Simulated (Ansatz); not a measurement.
Output of an Ansatz run (abridged):

```
WARN the atoms were moved onto the symmetric positions of the space group found under crystal.symmetry.tolerance 1.0e-5 (fractional …
WARN basis.ecutwfc = 420 eV, the default
WARN ansatz: RAYON_NUM_THREADS=1 ignored (pool sized by the plan → 1); use --threads N
Pseudopotentials: kind: paw
Pseudopotential: In, paw, valence charge 13
Pseudopotential: N, paw, valence charge 5
Crystal: 8 atoms, lattice volume = 113.042 Å³
Basis set: ecut = 420 eV, 2197 PW (Γ), exchange–correlation on 48×48×150 points (8 copies of the dense FFT grid, shifted against one another)
Bands: 44, of which v1, the nominal top of the filled ones, is band 36 counted from 1 (35 counted from 0)
Symmetry: 12 space group operations
Space group: P63mc (ITA 186), of the structure as read, at distance tolerance 4.8e-5 Å
k-points: 24 of 243 (time reversal used)
PAW frozen core: In, regenerated for the run's functional, and the local potential with it
PAW frozen core: N, regenerated for the run's functional, and the local potential with it
Initial density: superposition of atomic densities (neutral atoms: chi_scale 0, normalization atom), corrected by the library's trained network
Initial wavefunctions: pseudopotential atomic-orbital guess
Eigensolver: davidson
Functional: x = revpbe(κ = 1.245, μ = 0.2195149727645171), c = pbe(β = 0.06672455060314922)
SCF iter   1: F=—  HF=-23953.590751 eV  |F-HF|=—  |Δ(HF+E_count)|=         —  Δρ=2.53e-3  dr2=5.00e-3  ethr=1.77e-3  ⟨swp⟩=7.3  Hψ=4161  notcnv=0  defer=1
all-band conjugate gradients solve this SCF's bands
preconditioner: auto → Resta (q_TF=auto, 2.531 Å⁻¹)
SCF iter   2: F=—  HF=-23953.590838 eV  |F-HF|=—  |Δ(HF+E_count)|=   8.71e-5  Δρ=9.56e-4  dr2=7.29e-4  ethr=6.95e-6  ⟨swp⟩=2.0  Hψ=2121  notcnv=0  defer=17
SCF iter   3: F=—  HF=-23953.591134 eV  |F-HF|=—  |Δ(HF+E_count)|=   2.96e-4  Δρ=3.05e-4  dr2=1.34e-4  ethr=1.01e-6  ⟨swp⟩=3.0  Hψ=1887  notcnv=0  defer=17
SCF iter   4: F=—  HF=-23953.591199 eV  |F-HF|=—  |Δ(HF+E_count)|=   6.49e-5  Δρ=5.53e-5  dr2=6.70e-6  ethr=1.87e-7  ⟨swp⟩=2.4  Hψ=1505  notcnv=0  defer=17
SCF iter   5: F=—  HF=-23953.591170 eV  |F-HF|=—  |Δ(HF+E_count)|=   2.87e-5  Δρ=1.88e-5  dr2=3.95e-7  ethr=9.31e-9  ⟨swp⟩=2.1  Hψ=1753  notcnv=0  defer=17
SCF iter   6: F=-23953.591170 eV  HF=-23953.591170 eV  |F-HF|=9.23e-9  |Δ(HF+E_count)|=   2.65e-7  Δρ=4.35e-6  dr2=2.07e-8  ethr=1.39e-10  ⟨swp⟩=9.2  Hψ=4665  notcnv=0
SCF 1 converged in 6 iterations: F = -23953.591170 eV  dr2 = 2.07e-8
SCF converged after 6 iterations
Free energy (F): -23953.591170 eV
Harris-Foulkes:  -23953.591170 eV  (|F-HF|=9.23e-9)
Internal energy: -23953.589610 eV  (E = F + TS)
E sigma→0 (E₀):  -23953.590390 eV
Entropy (-TS):   -0.001560 eV (-0.195 meV/atom)
Fermi energy:    11.195203 eV
--- Per-component energies (eV) ---
  E_band       = 90.503879
  E_kinetic    = 1512.301119
  E_local      = -4803.440646  (includes V_loc(G=0)·N_el)
  E_nonlocal   = 1660.252090
  E_hartree    = 1867.568622
  E_xc         = -1104.805023
  E_vxc        = -704.861094  (∫ρ·V_xc dr)
  E_paw        = -17169.919910  (= ΣΔE_a)
  E_vpaw       = -1308.881716  (= ΣTr[D̂ρ^β])
  E_aug_tail   = 0.000502  (compensation charges beyond the density's cutoff)
  E_ewald      = -5915.684252
  E_core_change = 0.137887  (= ΣΔE_core)
  E_smearing   = -0.001560  (= −TS)
  E_closure    = -0.000000  (closes the sum)
  Σ components = -23953.591170   (vs F -23953.591170, Δ=0.00e0)
--- Forces (eV/Å), atoms counted from 1 ---
  atom   1  In     0.00000000    -0.00000000     0.04000045
  atom   2  In    -0.00000000     0.00000000     0.04000045
  atom   3  In     0.00000000    -0.00000000    -0.01252222
  atom   4  In    -0.00000000     0.00000000    -0.01252222
  atom   5  N     -0.00000000     0.00000000     0.09830365
  atom   6  N      0.00000000    -0.00000000     0.09830365
  atom   7  N      0.00000000     0.00000000    -0.12578301
  atom   8  N     -0.00000000    -0.00000000    -0.12578301
  max |Σ_I F_I| component: 2.26e-6 eV/Å
--- Stress (GPa, compression-positive) ---
       24.169497      -0.000000      -0.000000
       -0.000000      24.169497       0.000000
        0.000000       0.000000      23.144845
  P = ⅓ Tr σ = 23.8279 GPa (238.279 kbar)
  The stress holds the Pulay correction. Without it, at fixed plane waves, as pw.x and ABINIT print it: P = 23.4354 GPa
--- Band table (eV; the first three rows and the last of 24) ---
  k-point 0: bands = ["-4.3043", "-4.2419", "-4.2291", "-4.1851", "-2.5085", "-2.4917", "-2.4917", "-2.4510", "-2.4510", "-2.3989", "-2.3989", "-2.3776", "-2.3776", "-2.0398", "-2.0398", "-2.0143", "-2.0143", "-1.9540", "-1.9540", "-1.9038", [...]
  k-point 1: bands = ["-4.2867", "-4.2500", "-4.2258", "-4.1965", "-2.4825", "-2.4825", "-2.4624", "-2.4624", "-2.4380", "-2.3932", "-2.3932", "-2.3827", "-2.3827", "-2.2008", "-2.0340", "-2.0340", "-2.0217", "-2.0217", "-1.9398", "-1.9398", [...]
  k-point 2: bands = ["-4.2927", "-4.2215", "-4.2205", "-4.1800", "-2.4846", "-2.4632", "-2.4267", "-2.4142", "-2.3913", "-2.3713", "-2.3622", "-2.3616", "-2.3346", "-2.0893", "-2.0517", "-2.0335", "-2.0249", "-2.0050", "-1.9562", "-1.9396", [...]
  k-point 23: bands = ["-4.2821", "-4.2636", "-4.2306", "-4.2306", "-2.3959", "-2.3959", "-2.2498", "-2.2218", "-2.2218", "-2.1889", "-2.1525", "-2.1525", "-2.0613", "-2.0613", "-2.0394", "-2.0147", "-2.0147", "-1.9928", "-1.9426", "-1.9426", [...]
```

The structure:

```xyz
8
Lattice="3.4163 0.0000 0.0000 -1.7081 2.9586 0.0000 0.0000 0.0000 11.1841" Properties=species:S:1:pos:R:3 pbc="T T T"
In     0.0000     0.0000     0.0000
In     0.0000     0.0000     5.5920
In     1.7081     0.9862     8.3901
In     0.0000     1.9724     2.7980
N      0.0000     0.0000     9.0832
N      0.0000     0.0000     3.4912
N      1.7081     0.9862     6.2999
N      0.0000     1.9724     0.7078
```

**Question.** Reconstruct the input of this run.

**Answer.** Other spellings and defaults could give the same log, and not every line can be read from it. The input that was run (DFT, revPBE, plane waves, default PAW files made with PBE):

Ansatz 0.2 input:
```yaml
crystal:
  lattice:
    - [3.41628900, 0.00000000, 0.00000000]
    - [-1.70814500, 2.95859300, 0.00000000]
    - [0.00000000, 0.00000000, 11.18405400]
  atoms:
    - { symbol: In, position: [0.00000000, 0.00000000, 0.00000000] }
    - { symbol: In, position: [0.00000000, 0.00000000, 0.50000000] }
    - { symbol: In, position: [0.66666700, 0.33333300, 0.75018000] }
    - { symbol: In, position: [0.33333300, 0.66666700, 0.25018000] }
    - { symbol: N, position: [0.00000000, 0.00000000, 0.81216000] }
    - { symbol: N, position: [0.00000000, 0.00000000, 0.31216000] }
    - { symbol: N, position: [0.66666700, 0.33333300, 0.56329000] }
    - { symbol: N, position: [0.33333300, 0.66666700, 0.06329000] }
kpoints:
  mp_grid:
    grid: [9, 9, 3]
hamiltonian:
  xc: revpbe
  pseudopotentials:
    kind: paw
scf:
  occupations:
    method: fermi_dirac
    width: 0.0037 Ry
output:
  forces: true
  eigenvalues: true
  stress: true
```

The starting cell was generated: these elements placed on a structure prototype, without a prior relaxation; it need not be a known phase or ordering of this composition. Its lattice was rescaled by a random factor within 2.5 % of one. With a pressure of about 24 GPa the cell is away from its equilibrium volume at this level. Ansatz's pressure includes its estimate of the finite-basis (Pulay) stress. The run gives no clean gap (levels at the Fermi energy touch, overlap or are partly filled at this smearing), which alone does not show that the compound is a metal.

Ansatz is a quantum-chemistry and plane-wave program.
